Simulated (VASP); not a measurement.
# ZnS (P6_3mc) in VASP: a series of runs

The runs below take ZnS through single point, with LDA, BLYP+D3(BJ).

Everything below comes from runs of VASP 6.6.1. Logs are shortened: lines on timing, memory, paths and dates and some standing lists are left out, and cuts for length are marked.

**What was measured.**

From a printed reference work, monograph, for a bulk crystal of ZnS at 4 K: band gap 3.911 eV (direct).

The results are compared with them further down.

**1. The cell of the first run**

It takes space group P6_3mc (No. 186, hexagonal). Conventional cell: a = 3.887 Å, b = 3.887 Å, c = 19.057 Å, α = 90.00°, β = 90.00°, γ = 120.00°. Zn (site symmetry 3m) has 4 S at 2.38 Å within 3.1 Å. Zn (site symmetry 3m) has 4 S at 2.38 Å within 3.1 Å. Zn (site symmetry 3m) has 4 S at 2.38 Å within 3.1 Å. S (site symmetry 3m) has 4 Zn at 2.38 Å within 3.1 Å. Within 3.1 Å of S (site symmetry 3m) lie 4 Zn at 2.38 Å. S (site symmetry 3m) has 4 Zn at 2.38 Å within 3.1 Å.

**2. Single point, LDA**

The input, INCAR:

```
SYSTEM = ZnS
ALGO     = Normal         ! electronic algorithm
EDIFF    = 1E-6           ! SCF threshold, eV
ENCUT    = 520            ! plane-wave cutoff, eV
GGA      = CA             ! functional
ISIF     = 2              ! what is computed and relaxed
ISMEAR   = -1             ! smearing method
LASPH    = .TRUE.         ! aspherical terms in the spheres
LCHARG   = .FALSE.        ! write CHGCAR
LREAL    = .FALSE.        ! projectors in reciprocal space
LWAVE    = .FALSE.        ! write WAVECAR
NBANDS   = 66             ! bands
NELM     = 100            ! most SCF steps
PREC     = Accurate       ! precision mode
SIGMA    = 0.05           ! smearing width, eV
```

The input, KPOINTS:

```
k-points
0
G
  8 8 2
  0 0 0
```

The input, POSCAR:

```
ZnS
1.0
    3.8867640791      0.0000000000      0.0000000000
   -1.9433820395      3.3660364310      0.0000000000
    0.0000000000      0.0000000000     19.0565534549
Zn S
6 6
Direct
    0.3333333333      0.6666666667      0.8333300000
    0.6666666667      0.3333333333      0.3333300000
    0.6666666667      0.3333333333      0.6666700000
    0.3333333333      0.6666666667      0.1666700000
    0.0000000000      0.0000000000      0.5000000000
    0.0000000000      0.0000000000      0.0000000000
    0.3333333333      0.6666666667      0.9583300000
    0.6666666667      0.3333333333      0.4583300000
    0.6666666667      0.3333333333      0.7916700000
    0.3333333333      0.6666666667      0.2916700000
    0.0000000000      0.0000000000      0.6250000000
    0.0000000000      0.0000000000      0.1250000000
```

Potentials or basis: VASP PAW LDA potentials, release 64 (Zn, S).

Run with:

```sh
$ cat potpaw_LDA.64/Zn/POTCAR potpaw_LDA.64/S/POTCAR > POTCAR
$ mpirun -np 1 vasp_std > vasp.out
```

OUTCAR:

```text
SYSTEM = ZnS
   EDIFF = 1E-6
   ENCUT = 520
   GGA = CA
   ISIF = 2
   ISMEAR = -1
   LASPH = .TRUE.
   LREAL = .FALSE.
   NELM = 100
   PREC = Accurate

 ion  position               nearest neighbor table
   1  0.333  0.667  0.833-   9 2.38   9 2.38   9 2.38   7 2.38
   2  0.667  0.333  0.333-  10 2.38  10 2.38  10 2.38   8 2.38
   3  0.667  0.333  0.667-  11 2.38  11 2.38  11 2.38   9 2.38
   4  0.333  0.667  0.167-  12 2.38  12 2.38  12 2.38  10 2.38
   5  0.000  0.000  0.500-   8 2.38   8 2.38   8 2.38  11 2.38
   6  0.000  0.000  0.000-   7 2.38   7 2.38   7 2.38  12 2.38
   7  0.333  0.667  0.958-   6 2.38   6 2.38   6 2.38   1 2.38
   8  0.667  0.333  0.458-   5 2.38   5 2.38   5 2.38   2 2.38
   9  0.667  0.333  0.792-   1 2.38   1 2.38   1 2.38   3 2.38
  10  0.333  0.667  0.292-   2 2.38   2 2.38   2 2.38   4 2.38
  11  0.000  0.000  0.625-   3 2.38   3 2.38   3 2.38   5 2.38
  12  0.000  0.000  0.125-   4 2.38   4 2.38   4 2.38   6 2.38

  LATTYP: Found a hexagonal cell.
 ALAT       =     3.8867640791
 C/A-ratio  =     4.9029354669

  Lattice vectors:

 A1 = (   3.8867640791,   0.0000000000,   0.0000000000)
 A2 = (  -1.9433820395,   3.3660364310,   0.0000000000)
 A3 = (   0.0000000000,   0.0000000000,  19.0565534549)

Analysis of symmetry for initial positions (statically):
=====================================================================
 Subroutine PRICEL returns:
 Original cell was already a primitive cell.

 Routine SETGRP: Setting up the symmetry group for a
 hexagonal supercell.

 Subroutine GETGRP returns: Found 12 space group operations
 (whereof  6 operations were pure point group operations)
 out of a pool of 24 trial point group operations.

The static configuration has the point symmetry C_3v.
 The point group associated with its full space group is C_6v.

Analysis of symmetry for dynamics (positions and initial velocities):
=====================================================================
 Subroutine PRICEL returns:
 Original cell was already a primitive cell.

 Routine SETGRP: Setting up the symmetry group for a
 hexagonal supercell.

 Subroutine GETGRP returns: Found 12 space group operations
 (whereof  6 operations were pure point group operations)
 out of a pool of 24 trial point group operations.

The dynamic configuration has the point symmetry C_3v.
 The point group associated with its full space group is C_6v.
[... 122 lines left out ...]
   POTIM  = 0.5000    time-step for ionic-motion
   TEBEG  =    0.0;   TEEND  =   0.0 temperature during run
   PSTRESS=    0.0 pullay stress
   NELECT =     108.0000    total number of electrons
   NUPDOWN=      -1.0000    fix difference up-down
   EMIN   =  10.00;   EMAX   =-10.00  energy-range for DOS
   EFERMI =   0.00;   METHOD = LEGACY
   ISMEAR =    -1;   SIGMA  =   0.05  broadening in eV -4-tet -1-fermi 0-gaus
   EFERMI_NEDOS =   21; number of points for ismear=-14 and -15
   IALGO  =     38    algorithm
   IMIX   =      4    mixing-type and parameters
     AMIX     =   0.40;   BMIX     =  1.00
     AMIX_MAG =   1.60;   BMIX_MAG =  1.00
  volume/ion in A,a.u.               =      20.78       140.21
  Fermi-wavevector in a.u.,A,eV,Ry     =   1.238699  2.340801 20.876427  1.534374
  Thomas-Fermi vector in A             =   2.373213
   LORBIT       =      0    0 simple, 1 ext, 2 COOP (PROOUT), +10 PAW based schemes
   GGA     = CA    functional components
   LHFCALC =     F    Hartree Fock is set to
   AEXX    =    0.0000 exact exchange contribution
   IVDW    =     0    specifies the selected vdW correction
   LEPSILON=     F    determine dielectric tensor
   LRPA    =     F    only Hartree local field effects (RPA)
 non-spin polarized calculation
  energy-cutoff  :      520.00
  volume of cell :      249.32
 maximum number of plane-waves:      6749
 NGX is ok and might be reduce to    30
   NGX = 15   NGY = 15   NGZ = 71

 number of electron     108.0000068 magnetization

 Free energy of the ion-electron system (eV)
  ---------------------------------------------------
  ext. energy  EPLUGINS =         0.00000000
  ---------------------------------------------------
  free energy    TOTEN  =       -48.58839773 eV

  energy without entropy =      -48.58839773  energy(sigma->0) =      -48.58839773

 E-fermi :   2.3387     XC(G=0):  -9.8026

 val. band max:        1.4564205379   @ k =   0.0000   0.0000   0.0000
 cond. band min:       3.1399676901   @ k =   0.0000   0.0000   0.0000
 fundamental gap:      1.6835471523
 Fermi energy:         2.3387088233

 k-point     1 :       0.0000    0.0000    0.0000
  band No.  band energies     occupation
      1     -11.3119      2.00000
      2     -11.1260      2.00000
      3     -11.1185      2.00000
      4     -10.6994      2.00000
      5     -10.6916      2.00000
      6     -10.4512      2.00000
[... 1369 lines left out ...]
     65       7.8442      0.00000
     66       7.8442      0.00000

------------------------ aborting loop because EDIFF is reached ----------------------------------------

  FORCE on cell =-STRESS in cart. coord.  units (eV):
  Direction    XX          YY          ZZ          XY          YZ          ZX
  --------------------------------------------------------------------------------------
  -------------------------------------------------------------------------------------
  Total      -11.5030365    -11.5030365    -11.4360425     -0.0000000      0.0000000     -0.0000000
  in kB      -73.9216634    -73.9216634    -73.4911415     -0.0000000      0.0000000     -0.0000000
  external PRESSURE =     -73.7781561 kB  Pullay stress =       0.0000000 kB

 VOLUME and BASIS-vectors are now :
 -----------------------------------------------------------------------------
  energy-cutoff  :      520.00
  volume of cell :      249.32
      direct lattice vectors                 reciprocal lattice vectors
     3.886764079  0.000000000  0.000000000     0.257283432  0.148542658  0.000000000
    -1.943382040  3.366036431  0.000000000     0.000000000  0.297085317  0.000000000
     0.000000000  0.000000000 19.056553455     0.000000000  0.000000000  0.052475386

 POSITION                                       TOTAL-FORCE (eV/Angst)
 -----------------------------------------------------------------------------------
     -0.00000      2.24402     15.88040        -0.000000      0.000000     -0.000067
      1.94338      1.12201      6.35212         0.000000      0.000000     -0.000067
      1.94338      1.12201     12.70443         0.000000      0.000000      0.003557
     -0.00000      2.24402      3.17616        -0.000000      0.000000      0.003557
      0.00000      0.00000      9.52828         0.000000      0.000000     -0.007170
      0.00000      0.00000      0.00000        -0.000000      0.000000     -0.007170
     -0.00000      2.24402     18.26247        -0.000000      0.000000     -0.020194
      1.94338      1.12201      8.73419        -0.000000     -0.000000     -0.020194
      1.94338      1.12201     15.08650         0.000000      0.000000     -0.003598
     -0.00000      2.24402      5.55822        -0.000000     -0.000000     -0.003598
      0.00000      0.00000     11.91035         0.000000      0.000000      0.027472
      0.00000      0.00000      2.38207        -0.000000      0.000000      0.027472
 -----------------------------------------------------------------------------------
    total drift:                               -0.000001     -0.000001     -0.000290

  FREE ENERGIE OF THE ION-ELECTRON SYSTEM (eV)
  ---------------------------------------------------
  free  energy   TOTEN  =       -48.5883977329 eV

  energy  without entropy=      -48.5883977297  energy(sigma->0) =      -48.58839773
```

stdout:

```text
POSCAR found type information on POSCAR ZnS
 POSCAR found :  2 types and      12 ions
 scaLAPACK will be used
 LDA part: xc-table for (Slater(with rela. corr.)+CA(PZ))
 , standard interpolation
 POSCAR, INCAR and KPOINTS ok, starting setup
 FFT: planning ... GRIDC
 FFT: planning ... GRID_SOFT
 FFT: planning ... GRID
 WAVECAR not read
 entering main loop
```

Run time: 4.4 min. Hardware: 1 thread of Oxide Virtual Turin-like, shared host; peak memory 0.38 GiB.

Results:

```
Free energy            : -48.5884 eV
Pressure               : -7.4 GPa
Largest force          : 0.027 eV/Å
Band gap on the k mesh : 1.68 eV
```

Forces in eV/Å, atoms in the order of the input:
```
Zn   0.000  0.000  0.000
Zn   0.000  0.000  0.000
Zn   0.000  0.000  0.004
Zn   0.000  0.000  0.004
Zn   0.000  0.000 -0.007
Zn   0.000  0.000 -0.007
S    0.000  0.000 -0.020
S    0.000  0.000 -0.020
S    0.000  0.000 -0.004
S    0.000  0.000 -0.004
S    0.000  0.000  0.027
S    0.000  0.000  0.027
```

Caveat: the cell stands under tension. A hybrid or GW would open this gap; LDA tends to underestimate it.

**3. Single point, BLYP+D3(BJ)**

This run uses another cell than the first one, of 18.42 Å³/atom.

The input, INCAR:

```
SYSTEM = ZnS
PREC = Accurate
ENCUT = 520
EDIFF = 1E-6
ISMEAR = -1
SIGMA = 0.05
LREAL = .False.
LASPH = .True.
NELM = 80
ALGO = Normal
ISIF = 2
LWAVE = .False.
LCHARG = .True.
GGA = B5
ALDAX = 1.0
AGGAX = 1.0
AGGAC = 1.0
ALDAC = 0.0
IVDW = 12
VDW_S6 = 1.0
VDW_S8 = 2.6996
VDW_A1 = 0.4298
VDW_A2 = 4.2359
LELF = .True.
LVHAR = .True.
NBANDS = 66
```

The input, KPOINTS:

```
Automatic mesh
0
Gamma
  8 8 2
  0 0 0
```

Edit POSCAR of step 2 so:

```diff
@@ -2,5 +2,5 @@
 1.0
-    3.8867640791      0.0000000000      0.0000000000
-   -1.9433820395      3.3660364310      0.0000000000
-    0.0000000000      0.0000000000     19.0565534549
+    3.7341822464      0.0000000000      0.0000000000
+   -1.8670911232      3.2338966877      0.0000000000
+    0.0000000000      0.0000000000     18.3084545760
 Zn S
```

Potentials or basis: VASP PAW PBE potentials, release 64 (Zn, S).

Run with:

```sh
$ cat potpaw_PBE.64/Zn/POTCAR potpaw_PBE.64/S/POTCAR > POTCAR
$ mpirun -np 1 vasp_std > vasp.out
```

OUTCAR:

```text
SYSTEM = ZnS
   PREC = Accurate
   ENCUT = 520
   EDIFF = 1E-6
   ISMEAR = -1
   LREAL = .False.
   LASPH = .True.
   NELM = 80
   ISIF = 2
   GGA = B5
   IVDW = 12
 IVDW          = 12

 ion  position               nearest neighbor table
   1  0.333  0.667  0.833-   9 2.29   9 2.29   9 2.29   7 2.29
   2  0.667  0.333  0.333-  10 2.29  10 2.29  10 2.29   8 2.29
   3  0.667  0.333  0.667-  11 2.29  11 2.29  11 2.29   9 2.29
   4  0.333  0.667  0.167-  12 2.29  12 2.29  12 2.29  10 2.29
   5  0.000  0.000  0.500-   8 2.29   8 2.29   8 2.29  11 2.29
   6  0.000  0.000  0.000-   7 2.29   7 2.29   7 2.29  12 2.29
   7  0.333  0.667  0.958-   6 2.29   6 2.29   6 2.29   1 2.29
   8  0.667  0.333  0.458-   5 2.29   5 2.29   5 2.29   2 2.29
   9  0.667  0.333  0.792-   1 2.29   1 2.29   1 2.29   3 2.29
  10  0.333  0.667  0.292-   2 2.29   2 2.29   2 2.29   4 2.29
  11  0.000  0.000  0.625-   3 2.29   3 2.29   3 2.29   5 2.29
  12  0.000  0.000  0.125-   4 2.29   4 2.29   4 2.29   6 2.29

  LATTYP: Found a hexagonal cell.
 ALAT       =     3.7341822464
 C/A-ratio  =     4.9029354670

  Lattice vectors:

[... 1579 lines left out ...]
     65       9.9559      0.00000
     66       9.9559      0.00000

------------------------ aborting loop because EDIFF is reached ----------------------------------------

 Edisp (eV)   -8.64380

 E8    (eV) :    -6.0522

  FORCE on cell =-STRESS in cart. coord.  units (eV):
  Direction    XX          YY          ZZ          XY          YZ          ZX
  --------------------------------------------------------------------------------------
  -------------------------------------------------------------------------------------
  Total       7.09238     7.09238     7.37863     0.00000    -0.00000     0.00000
  in kB      51.39597    51.39597    53.47037     0.00000    -0.00000     0.00000
  external pressure =       52.09 kB  Pullay stress =        0.00 kB

 VOLUME and BASIS-vectors are now :
 -----------------------------------------------------------------------------
  energy-cutoff  :      520.00
  volume of cell :      221.09
      direct lattice vectors                 reciprocal lattice vectors
     3.734182246  0.000000000  0.000000000     0.267796249  0.154612237  0.000000000
    -1.867091123  3.233896688  0.000000000     0.000000000  0.309224473  0.000000000
     0.000000000  0.000000000 18.308454576     0.000000000  0.000000000  0.054619575

 POSITION                                       TOTAL-FORCE (eV/Angst)
 -----------------------------------------------------------------------------------
     -0.00000      2.15593     15.25698         0.000000      0.000000      0.006709
      1.86709      1.07797      6.10276        -0.000000     -0.000000      0.006709
      1.86709      1.07797     12.20570        -0.000000     -0.000000      0.045474
     -0.00000      2.15593      3.05147         0.000000      0.000000      0.045474
      0.00000      0.00000      9.15423        -0.000000      0.000000     -0.005604
      0.00000      0.00000      0.00000         0.000000     -0.000000     -0.005604
     -0.00000      2.15593     17.54554        -0.000000     -0.000000     -0.060116
      1.86709      1.07797      8.39131         0.000000      0.000000     -0.060116
      1.86709      1.07797     14.49425         0.000000      0.000000     -0.011350
     -0.00000      2.15593      5.34003        -0.000000      0.000000     -0.011350
      0.00000      0.00000     11.44278        -0.000000      0.000000      0.024887
      0.00000      0.00000      2.28856        -0.000000      0.000000      0.024887
 -----------------------------------------------------------------------------------
    total drift:                               -0.000002     -0.000004     -0.000301

  FREE ENERGIE OF THE ION-ELECTRON SYSTEM (eV)
  ---------------------------------------------------
  free  energy   TOTEN  =       -42.4530237210 eV

  energy  without entropy=      -42.4530237209  energy(sigma->0) =      -42.45302372
```

stdout:

```text
POSCAR found type information on POSCAR ZnS
 POSCAR found :  2 types and      12 ions
 scaLAPACK will be used
 -----------------------------------------------------------------------------
|                                                                             |
|                                                                             |
|     You enforced a specific xc type in the INCAR file but a different       |
|     I HOPE YOU KNOW WHAT YOU ARE DOING!                                     |
|                                                                             |
 -----------------------------------------------------------------------------

 LDA part: xc-table for (Slater(with rela. corr.)+VWN5), standard interpolation
 POSCAR, INCAR and KPOINTS ok, starting setup
 FFT: planning ... GRIDC
 FFT: planning ... GRID_SOFT
 FFT: planning ... GRID
 WAVECAR not read
 entering main loop
```

Run time: 10 min. Hardware: 1 thread of Oxide Virtual Turin-like, shared host; peak memory 0.41 GiB.

What came out:

```yaml
Free_energy: -42.4530 eV
Pressure: 5.2 GPa
Largest_force: 0.060 eV/Å
Band_gap_on_the_k_mesh: 2.48 eV
Dispersion_energy_per_atom: -0.720 eV
```

Forces in eV/Å, atoms in the order of the input:
```
Zn   0.000  0.000  0.007
Zn   0.000  0.000  0.007
Zn   0.000  0.000  0.045
Zn   0.000  0.000  0.045
Zn   0.000  0.000 -0.006
Zn   0.000  0.000 -0.006
S    0.000  0.000 -0.060
S    0.000  0.000 -0.060
S    0.000  0.000 -0.011
S    0.000  0.000 -0.011
S    0.000  0.000  0.025
S    0.000  0.000  0.025
```

Caveat: the cell stands under pressure; the PAW data sets were made with another functional, which shifts forces and pressure a little. A k mesh can miss the band edges.

(Continued in part 2 of 2.)
